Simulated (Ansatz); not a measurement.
# Convergence test, TiAl₃

Method: DFT r2SCAN, scalar-relativistic, plane waves, PAW in Ansatz 0.2.0.

```xyz
4
Lattice="2.8117 -0.0197 -0.0187 -0.0324 4.6422 -0.0101 -0.0322 -0.0106 4.9349" Properties=species:S:1:pos:R:3 pbc="T T T"
Ti   -0.0967    2.2666    0.8643
Al    1.3766    2.4141    3.3142
Al    1.3202    0.1818    1.5121
Al   -0.0136   -0.0233    4.1765
```

```json
{
 "plane-wave cutoff": "500 eV",
 "occupation rule": "Gaussian smearing, 0.1 eV",
 "spin treatment": "unpolarised"
}
```

The atoms stay fixed while the k-point mesh is varied. ΔE is the energy extrapolated to zero smearing, less that of the reference run (10×6×6). The cell was strained and its atoms displaced at random, so that forces don't vanish. The meshes are Γ-centred. Pressure is positive in compression.

Times are rough; the reference took 61 s on 1 thread of Intel(R) Xeon(R) Processor @ 2.50GHz (Skylake/Cascade Lake), with other jobs on the host, peak memory 0.64 GiB.

Problem. Tried: 1×1×1, 2×2×2, 4×2×2, 4×4×4, 6×4×4, 8×4×4, 10×6×6. From which k-point mesh on does the energy per atom stay within 100, 10 and 1 meV of the reference?

Solution. 4×2×2 for 100 meV, 6×4×4 for 10 meV, none but the reference for 1 meV. The reference itself isn't shown to be converged. At 6×4×4, where the energy is within 10 meV, force components still miss by up to 0.047 eV/Å, where the largest force is 2.119 eV/Å.

| mesh | ΔE (meV/atom) | P (GPa) | largest change of a force component (eV/Å) | irreducible points | wall time (s) |
| --- | --- | --- | --- | --- | --- |
| 1×1×1 | -1987 | -7.84 | 3.310 | 1 | 8.2 |
| 2×2×2 | -253 | -0.34 | 0.191 | 8 | 8 |
| 4×2×2 | 17.8 | 1.77 | 0.131 | 12 | 11 |
| 4×4×4 | 43.5 | 1.55 | 0.203 | 36 | 17 |
| 6×4×4 | -7.49 | 1.37 | 0.047 | 52 | 23 |
| 8×4×4 | 8.63 | 1.38 | 0.105 | 68 | 24 |
| 10×6×6 | 0.00 | 1.38 | 0.000 | 184 | 61 |

This form isn't the usual stable structure of the compound.

10 further runs of this set didn't finish or converge.